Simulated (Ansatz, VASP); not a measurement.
One calculation of MgB2, two programs

File INCAR:

```
SYSTEM = MgB2
  ALGO = Normal
  EDIFF = 1E-6
  ENCUT = 520
  GGA = PE
  ISIF = 2
  ISMEAR = -1
  LASPH = .TRUE.
  LCHARG = .FALSE.
  LREAL = .FALSE.
  LWAVE = .FALSE.
  NBANDS = 11
  NELM = 60
  PREC = Accurate
  SIGMA = 0.05
```

The input KPOINTS:

```
k-points
0
G
  12 12 9
  0 0 0
```

POSCAR

```
MgB2
1.0
    3.0433063957      0.0000000000      0.0000000000
   -1.5216531979      2.6355806502      0.0000000000
    0.0000000000      0.0000000000      3.4753860552
Mg B
1 2
Direct
    0.0000000000      0.0000000000      0.0000000000
    0.3333333333      0.6666666667      0.5000000000
    0.6666666667      0.3333333333      0.5000000000
```

Input for Ansatz:

```yaml
crystal:
  lattice:
    - [3.0433063957, 0.0, 0.0]
    - [-1.5216531979, 2.6355806502, 0.0]
    - [0.0, 0.0, 3.4753860552]
  atoms:
    - { symbol: Mg, position: [0.0, 0.0, 0.0] }
    - { symbol: B, position: [0.3333333333, 0.6666666667, 0.5] }
    - { symbol: B, position: [0.6666666667, 0.3333333333, 0.5] }
kpoints:
  mp_grid: { grid: [12, 12, 9] }
  band_path:
    path:
      - [0.0, 0.0, 0.0]
      - [0.5, 0.0, 0.0]
      - [0.3333333333, 0.3333333333, 0.0]
      - [0.0, 0.0, 0.0]
      - [0.0, 0.0, 0.5]
      - [0.5, 0.0, 0.5]
      - [0.3333333333, 0.3333333333, 0.5]
      - [0.0, 0.0, 0.5]
      - [0.5, 0.0, 0.5]
    npoints: 5
scf:
  occupations: { method: fermi_dirac, width: 0.05 }
hamiltonian:
  xc: pbe
  pseudopotentials: { kind: all_electron, lapw: { basis_error: 0.0005 } }
output:
  forces: true
  stress: true
  eigenvalues: true
```

Change from the starting cell: volume scaled by 0.96.

Alike in both runs: task single point; functional PBE; k mesh 12 × 12 × 9; occupations fermi-dirac, width 0.05 eV; no spin polarisation.

|  | VASP | Ansatz |
| --- | --- | --- |
| version | VASP 6.6.1 | Ansatz 0.2.0 |
| potentials or method | VASP PAW PBE potentials, release 64 (Mg, B) | all-electron LAPW, scalar-relativistic |
| plane-wave cutoff (eV) | 520 | see its input |

Ansatz gave:

| Property | Result |
| --- | --- |
| pressure (GPa) | 5.4 |
| largest component of the traceless stress (GPa) | 1.39 |

**Question.** What did VASP give for the same quantities?

**Answer.** Pressure (GPa): 5.2; largest component of the traceless stress (GPa): 1.56.

Ansatz ran all-electron here, so the differences hold the error of VASP's frozen core and of both bases.
